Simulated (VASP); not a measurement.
```yaml
crystal:
  lattice:
    - [4.18673, 0.00000, 0.00000]
    - [0.00000, 4.18673, 0.00000]
    - [0.00000, 0.00000, 4.18673]
  atoms:
    - { symbol: Ba, position: [0.00000, 0.00000, 0.00000] }
    - { symbol: Sn, position: [0.50000, 0.50000, 0.50000] }
    - { symbol: O, position: [0.50000, 0.00000, 0.50000] }
    - { symbol: O, position: [0.00000, 0.50000, 0.50000] }
    - { symbol: O, position: [0.50000, 0.50000, 0.00000] }
```

Computed with PBE GGA, VASP's PBE PAW potentials (set 64) (plane waves; VASP). Settings: 500 eV cut-off, Gaussian smearing of 0.050 eV, potentials Ba_sv Sn_d O.

Unless said otherwise, spin-orbit coupling is left out, though it shifts the bands of the heavy elements here.

Task: Give the energies of bands 13 to 24 at the high-symmetry points, in eV from the valence-band maximum.

Result: 
```csv
band,Γ,X,M,R
13,-4.42,-4.66,-6.74,-8.67
14,-4.42,-4.54,-4.10,-1.56
15,-4.42,-4.54,-2.80,-1.56
16,-0.97,-2.16,-1.60,-1.56
17,-0.97,-1.64,-1.60,-0.80
18,-0.97,-1.11,-1.13,-0.80
19,-0.52,-1.11,-1.13,0.00
20,-0.52,-0.97,-0.81,0.00
21,-0.52,-0.97,-0.07,0.00
22,0.34,4.39,6.27,5.00
23,4.86,6.58,7.50,5.00
24,4.86,6.81,7.66,5.00
```

The gap is indirect, 0.34 eV, from the valence maximum at R to the conduction minimum at Γ.

Measured: gap 2.95 eV (computed value off by -2.61 eV), as given by Hyung Joon Kim et al., Physical Review B (2012), arXiv:1207.0764.

The compound is BaSnO3 in the cubic perovskite structure. It was relaxed first.
